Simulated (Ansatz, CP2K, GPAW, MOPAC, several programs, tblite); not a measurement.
# ZrO2: cheap methods against density-functional theory

How much accuracy does each second buy? ZrO2 is computed with 11 methods, from the cheapest up to r2SCAN.

Computed with MOPAC, tblite, CP2K, GPAW, Ansatz (versions at each run) (no spin polarisation, static lattice; gaps from single points on the cell relaxed beforehand with r²SCAN, unless a step's input says otherwise).

## (1) The starting structure

The structure is cubic, space group Fm-3m (No. 225). Conventional cell: a = 5.089 Å, b = 5.089 Å, c = 5.089 Å, α = 90.00°, β = 90.00°, γ = 90.00°. Zr (site symmetry m-3m) is surrounded by 8 O at 2.20 Å. Around O (site symmetry -43m) lie 4 Zr at 2.20 Å.

Structure file:

```
Zr O
1.0
     0.00000    2.54471    2.54471
     2.54471    0.00000    2.54471
     2.54471    2.54471    0.00000
Zr O
1 2
Direct
  0.00000 0.00000 0.00000
  0.25000 0.25000 0.25000
  0.75000 0.75000 0.75000
```

The structure type (fluorite) is imposed and need not be the compound's stable one.

**Question.** The methods are PM6, PM7, GFN1-xTB (tblite), GFN2-xTB (tblite), PBE/DZVP, PBE/single-zeta, PBE/SZV, coarse PBE, GLLB-SC, PBE, r2SCAN. What gap does r2SCAN give on this cell, and which other methods (full PBE left aside) come nearest to r2SCAN and farthest in gap, volume and bulk modulus?

| quantity | value |
| --- | --- |
| r2SCAN | gap 3.89 eV, 10.99 Å³/atom, B₀ 257 GPa |
| gap: nearest and farthest of the other methods | PM6 (-0.24 eV), PM7 (+5.60 eV) |
| volume: nearest and farthest of the other methods | PBE/DZVP (+1.5 %), PBE/SZV (+3.1 %) |
| bulk modulus: nearest and farthest of the other methods | PBE/SZV (-6 %), PBE/DZVP (-8 %) |

In words: For the gap, of the 9 methods compared (full PBE left aside), PM6 comes nearest to r2SCAN and PM7 is farthest. Among the 2 methods compared for the volume (full PBE left aside), PBE/DZVP is nearest to r2SCAN and PBE/SZV farthest. Among the 2 methods compared for the bulk modulus (full PBE left aside), PBE/SZV is nearest to r2SCAN and PBE/DZVP farthest. A minimal basis or a coarse cutoff and mesh shifts results by its own error, so closeness to r2SCAN can be chance. Cluster runs see only the k-points that fold onto the zone centre, so their gaps can miss the band edges. GLLB-SC is compared with its derivative discontinuity added. No volume is given for PM6, PM7, GFN1-xTB (tblite), GFN2-xTB (tblite), PBE/single-zeta, coarse PBE, which can hide a larger miss. CPU times run from 0.65 s (coarse PBE) to 2 min (PM6). On this cell PM6, PM7, GFN1-xTB (tblite), GFN2-xTB (tblite), PBE/DZVP, PBE/single-zeta, PBE/SZV, GLLB-SC cost more than r2SCAN itself (3.5 s), so they are no saving here. A cluster method computes far more atoms than the primitive cell, so on a small crystal it can cost more than plane waves. r2SCAN is a yardstick, not the truth: it usually gives gaps below the measured ones.
